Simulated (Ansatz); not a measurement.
## ZrO₂: frozen-core PAW against all-electron methods

```xyz
6
Lattice="3.5961 0.0000 0.0000 0.0000 3.5961 0.0000 0.0000 0.0000 5.2288" Properties=species:S:1:pos:R:3 pbc="T T T"
Zr    0.0000    0.0000    0.0000
Zr    1.7980    1.7980    2.6144
O     0.0000    1.7980    1.0614
O     0.0000    1.7980    3.6758
O     1.7980    0.0000    1.5529
O     1.7980    0.0000    4.1673
```

Atom numbers follow the list: Zr1, Zr2, O3, O4, O5, O6.

The geometry is COD entry 2300612, unchecked; take it as a test cell. The listed cell was then made from it by scaling, straining or moving an atom.

Levels of theory: DFT, PBE, PAW with Ansatz's default frozen-core files, scalar-relativistic (Ansatz 0.2.0); DFT, PBE, all-electron PAW with datasets made for the crystal, scalar-relativistic (Ansatz 0.2.0); DFT, PBE, all-electron LAPW, scalar-relativistic (Ansatz 0.2.0).

For PAW: a Γ-centred 6×6×4 k mesh, Fermi–Dirac smearing of 0.01 eV, cutoff 420 eV, no spin polarisation. The crystal-made all-electron datasets (AE datasets) take a cutoff of 400 eV at this cell. LAPW targets a basis error of 0.5 meV/atom. The Ansatz runs share mesh, smearing and spin set-up. Plane-wave (PAW) pressures include the program's estimate of the Pulay term.

Stress and pressure are positive in compression.

No spin–orbit coupling: at heavy atoms the gradients can be off by tens of per cent for that reason.

```csv
quantity,PAW,AE datasets,LAPW
pressure (GPa),2.99,2.96,2.95
stress xx (GPa),3.73,3.70,3.69
stress zz (GPa),1.51,1.49,1.48
"force on O3, z (eV/Å)",-0.119,-0.122,-0.122
band gap (eV),4.026,4.025,4.025
field gradient Vzz at Zr1 (10²¹ V/m²),4.37,4.38,–
field gradient Vzz at O3 (10²¹ V/m²),0.71,0.72,–
```

PAW's pressure differs from the LAPW value by +0.03 GPa. Datasets made for the crystal and LAPW share parts of one code, so their agreement isn't an independent check.
